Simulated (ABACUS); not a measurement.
The system is Ca.

```
CELL_PARAMETERS angstrom
-2.20520 2.20520 2.19611
2.20520 -2.20520 2.19611
2.20520 2.20520 -2.19611
ATOMIC_POSITIONS crystal
Ca 0.50000 0.50000 0.00000
```

This isn't the form of Ca at room conditions, which is fcc.

```yaml
Program: ABACUS 3.10.1
Task: single point
Functional: PBE
Potentials_or_basis: PseudoDojo NC SR 0.4.1 PBE standard
Cutoff: 925 eV
Density_cutoff: 3701 eV
Basis: plane waves
k_mesh: 9 × 9 × 9
Occupations: fermi-dirac, width 0.05 eV
Spin: no spin polarisation
```

On this cell: pressure -0.2 GPa; band gap on the k mesh none (metal or under the smearing width).

The same run follows on a disturbed copy (cell strained at random at fixed volume):

```
Ca
1.0
    -2.20381    2.16290    2.16035
     2.21237   -2.21105    2.21730
     2.22688    2.23412   -2.20869
Ca
1
Direct
  0.50653 0.49482 0.99392
```

Question: What changes?

Answer: The energy (extrapolated to zero smearing) moves by +0.5 meV/atom; pressure -0.2 GPa; band gap on the k mesh none (metal or under the smearing width).

Stress tensor (GPa, compression positive):
```
-0.19 -0.12 -0.05
-0.12 -0.23  0.21
-0.05  0.21 -0.22
```
